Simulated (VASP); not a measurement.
# MgH₂: restarted molecular dynamics, 2 variants

MgH₂, Pbcn (no. 60), 12 atoms in the cell. PBE, molecular dynamics; PAW potentials Mg, H (PBE set).

| Restart from | Temperature at the end (K) | The same without a restart (K) | Potential energy at the end (eV/atom) | The same without a restart (eV/atom) | Electronic steps in the first step after the restart | Time (s) |
|---|---|---|---|---|---|---|
| CONTCAR with velocities, WAVECAR read | 868.0 | 868.0 | -2.85294 | -2.85294 | 4 | 136 |
| CONTCAR with velocities, no WAVECAR | 868.0 | 868.0 | -2.85294 | -2.85294 | 13 | 133 |

Limits: 30 fs of 12 atoms are too short for converged averages; the cell is only 4.5 Å across, so each atom moves in step with near copies of itself.

## Input of the first row

INCAR.step1:
```
SYSTEM = MgH2
  ALGO = Normal
  EDIFF = 1E-6
  ENCUT = 250
  GGA = PE
  IBRION = 0
  ISIF = 2
  ISMEAR = 0
  ISYM = 0
  KPAR = 2
  LASPH = .True.
  LCHARG = .False.
  LREAL = Auto
  LWAVE = .True.
  MDALGO = 2
  NELM = 60
  NELMIN = 4
  NSW = 30
  POTIM = 0.5
  PREC = Normal
  RANDOM_SEED = 835288 0 0
  SIGMA = 0.05
  SMASS = 0
  TEBEG = 600
```

INCAR.step2, as INCAR.step1 but for:
```
- LWAVE = .True.
+ LWAVE = .False.
```

KPOINTS:
```
k-points
0
Monkhorst-Pack
  2 2 2
```

POSCAR.step1:
```
MgH2
1.0
    4.4790718700      0.0000000000      0.0000000000
    0.0000000000      5.3926223400      0.0000000000
    0.0000000000      0.0000000000      4.8955037800
Mg H
4 8
Direct
    0.0000000000      0.3315275700      0.7500000000
    0.5000000000      0.1684724300      0.2500000000
    0.0000000000      0.6684724300      0.2500000000
    0.5000000000      0.8315275700      0.7500000000
    0.2723074700      0.1089312800      0.5801876800
    0.7723074700      0.3910687200      0.4198123200
    0.2276925300      0.3910687200      0.0801876800
    0.7276925300      0.1089312800      0.9198123200
    0.2723074700      0.8910687200      0.0801876800
    0.7723074700      0.6089312800      0.9198123200
    0.2276925300      0.6089312800      0.5801876800
    0.7276925300      0.8910687200      0.4198123200
```

Commands (each step's output is kept before the next begins):
```
cat potpaw_PBE.64/Mg/POTCAR potpaw_PBE.64/H/POTCAR > POTCAR
cp INCAR.step1 INCAR
cp POSCAR.step1 POSCAR
mpirun -np 2 vasp_std > vasp.out
cp CONTCAR POSCAR
cp INCAR.step2 INCAR
mpirun -np 2 vasp_std > vasp.out
```

Changes of the last row against the first:
```
(step 1)
- LWAVE = True
+ LWAVE = False
```

VASP 6.6.1 took 136 s on 2 cores (AMD EPYC 7R43 (Zen 3)), a shared host.
